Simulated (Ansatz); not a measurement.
**LiF: a single-point run**

Aim: a sound single-point run of LiF. The structure is shown as the input types it. The cell is built on a prototype (zincblende) and needn't be the phase found in nature.

Computed with Ansatz 0.2.0 (density functional or hybrid calculation with the settings of its input, plane waves (as first typed), unless a step's input says otherwise).

2 further runs of the same task are left out: 2 that didn't finish.

## 1. Starting point

Symmetry: F-43m, No. 216, cubic system. Conventional cell: a = 4.289 Å, b = 4.289 Å, c = 4.289 Å, α = 90.00°, β = 90.00°, γ = 90.00°. Around Li (site symmetry -43m) lie 4 F at 1.86 Å. F (site symmetry -43m) has 4 Li at 1.86 Å as nearest neighbours.

As a file:

```
Li F
1.0
     0.00000    2.14461    2.14461
     2.14461    0.00000    2.14461
     2.14461    2.14461    0.00000
Li F
1 1
Direct
  0.00000 0.00000 0.00000
  0.25000 0.25000 0.25000
```

## 2. Running it

input.yaml reads:

```yaml
crystal:
  lattice:
    - [0.0, 2.1446105498, 2.1446105498]
    - [2.1446105498, 0.0, 2.1446105498]
    - [2.1446105498, 2.1446105498, 0.0]
  atoms:
    - { symbol: Li, position: [0.0, 0.0, 0.0] }
    - { symbol: F, position: [0.25, 0.25, 0.25] }
kpoints:
  mp_grid: { grid: [8, 8, 8] }
hamiltonian:
  xc: r2scan
scf:
  occupations: { method: fixed }
  n_extra_bands: 4
  max_iter: 68
output:
  forces: true
  stress: true
  eigenvalues: true
basis:
  ecutwfc: 120
```

On the command line:

```bash
ansatz run input.yaml --threads 4 --pin off --max-ram 3686MiB --backend cpu --events-out ev --progress --plain --runs-dir out
```

Q: Will this input give a usable result? If not, why, and what should change?

The run converged and reported no error, with warnings (cutoff below recommended). Its log warns: «basis.ecutwfc = 120 eV is below the records' recommended 500 eV ...»

The suspect setting: basis.ecutwfc is 120. With so few plane waves the basis is incomplete by a wide margin. The potentials' recommended cutoff is 500 eV.

Run again and compare: delete basis.ecutwfc (the default then holds).
